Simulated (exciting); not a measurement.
Consider LiBr, space group Fm-3m.

```
Br Li
1.0
     0.00000    2.75065    2.75065
     2.75065    0.00000    2.75065
     2.75065    2.75065    0.00000
Br Li
1 1
Direct
  0.50000 0.50000 0.50000
  0.00000 0.00000 0.00000
```

Absorber: atom 1, with 6 Li at 2.75 Å (octahedral, site symmetry m-3m). Method: exciting, all-electron LAPW+lo, PBEsol, exchange and screened direct term (singlet BSE), 5×5×5 shifted k points, 17 conduction bands, |G+q| up to 3 bohr⁻¹, full RPA screening with nempty = 38, Lorentzian half width 1.26 eV.

Question: What does the Br K spectrum look like, and is there a bound core exciton?

Bound core exciton? Undecided on this mesh: the first bright state (over 5 % of the brightest) lies at -0.21 eV from the Kohn–Sham onset and at -0.51 eV from the lowest bare transition of its own mesh; weaker or dark states reach down to -1.12 eV. Maxima (height): 1.8 eV (1.00) and 13.3 eV (0.34).

Energy from the Kohn–Sham onset, core level to the lowest empty state found on the meshes used; Im ε in relative units:

```csv
E (eV),Im ε
-8.5,0.03
-8.0,0.03
-7.5,0.03
-7.0,0.04
-6.5,0.04
-6.0,0.04
-5.5,0.05
-5.0,0.06
-4.5,0.07
-4.0,0.08
-3.5,0.09
-3.0,0.11
-2.5,0.14
-2.0,0.18
-1.5,0.24
-1.0,0.33
-0.5,0.46
0.0,0.63
0.5,0.80
1.0,0.92
1.5,0.98
2.0,1.00
2.5,0.95
3.0,0.85
3.5,0.74
4.0,0.63
4.5,0.53
5.0,0.45
5.5,0.38
6.0,0.34
6.5,0.30
7.0,0.26
7.5,0.23
8.0,0.21
8.5,0.20
9.0,0.20
9.5,0.20
10.0,0.22
10.5,0.24
11.0,0.27
11.5,0.29
12.0,0.31
12.5,0.33
13.0,0.34
13.5,0.34
14.0,0.34
14.5,0.34
15.0,0.33
15.5,0.32
16.0,0.30
16.5,0.28
17.0,0.25
17.5,0.24
```

Binding energies aren't converged on 125 k points. The kernel cutoff is low for a compact core orbital, so the effect of exchange is a lower bound. The zero comes from the unshifted 4×4×4 ground-state mesh; it is exact only where the band minimum lies on that mesh. The structure is a published determination, not relaxed.

[Banner, clock and machine lines of the logs are left out without a mark of their own.]

[Logs are printed without paths, hosts, clocks, repeated set-up lines and the standing remarks that a program may print on its own settings, such as how far it seeks lower states.]

[Hosts, paths, dates, database ids (printed as entryN), source tags and the programs' standing remarks are cut or masked in the printed files.]
